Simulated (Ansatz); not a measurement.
From barrier to diffusion: Ni in Si

Level of theory: DFT PBEsol, scalar-relativistic, plane waves, PAW (Ansatz 0.2.0). (420 eV cutoff, 3×3×3 k-mesh, Gaussian smearing of 0.02 eV, no spin polarisation)

Host crystal, relaxed:

```yaml
crystal:
  lattice:
    - [0.00000, 2.71692, 2.71692]
    - [2.71692, 0.00000, 2.71692]
    - [2.71692, 2.71692, 0.00000]
  atoms:
    - { symbol: Si, position: [0.75000, 0.75000, 0.75000] }
    - { symbol: Si, position: [0.50000, 0.50000, 0.50000] }
```

In a supercell of 16 host sites, interstitial Ni hops to an equivalent place, moving 0.76 Å. Climbing-image nudged elastic band at fixed cell; the order of the saddle wasn't checked, and the small cell leaves errors of about a tenth of an eV. Both ends share most of their nearest neighbours, so the atom only shifts within one site or cage, and diffusion needs further steps that weren't computed.

| image | path (Å) | E − E(0) (eV) |
| --- | --- | --- |
| 0 | 0.00 | 0.000 |
| 1 | 0.33 | 0.024 |
| 2 | 0.67 | 0.057 |
| 3 | 1.00 | 0.024 |
| 4 | 1.33 | 0.000 |

Task: What are the barriers forward and back, and what attempt frequency does the shape suggest?

Result: Forward 0.06 eV, back 0.06 eV, the ends being level. For a sinusoidal profile E_b sin²(πx/l), with the Ni atom alone moving, ν = (1/l)√(E_b/2m) = 2.9×10¹² s⁻¹, within an order of magnitude of the customary 10¹³ s⁻¹; a true prefactor needs the vibrations at the minimum and at the saddle.

Task: With ν = 10¹³ s⁻¹, give the forward jump rate along this one path, the wait 1/k for that jump, the diffusivity D ≈ l²k and the distance √(Dt) covered in an hour at 300, 600 and 1000 K, taking the host as solid throughout.

Result: k = ν exp(−E_b/k_BT):
```csv
T (K),k (1/s),wait (s),D (cm²/s),√(Dt) in 1 h (nm)
300,1.1×10¹²,9.1×10⁻¹³,6.3×10⁻⁵,4.8×10⁶
600,3.3×10¹²,3.0×10⁻¹³,1.9×10⁻⁴,8.3×10⁶
1000,5.2×10¹²,1.9×10⁻¹³,3.0×10⁻⁴,1.0×10⁷
```

D = l²k holds for six equivalent jumps in three dimensions (z l²k/6) and is a scale otherwise. Long-range transport needs a connected net of such jumps, and traps slow it. D is that of an interstitial already there. An error of 0.1 eV in the barrier changes k by a factor of 48 at 300 K and 3.2 at 1000 K.

Cost: 1 run of about 6.9 core-minutes, on Arm Neoverse V1 (shared hosts).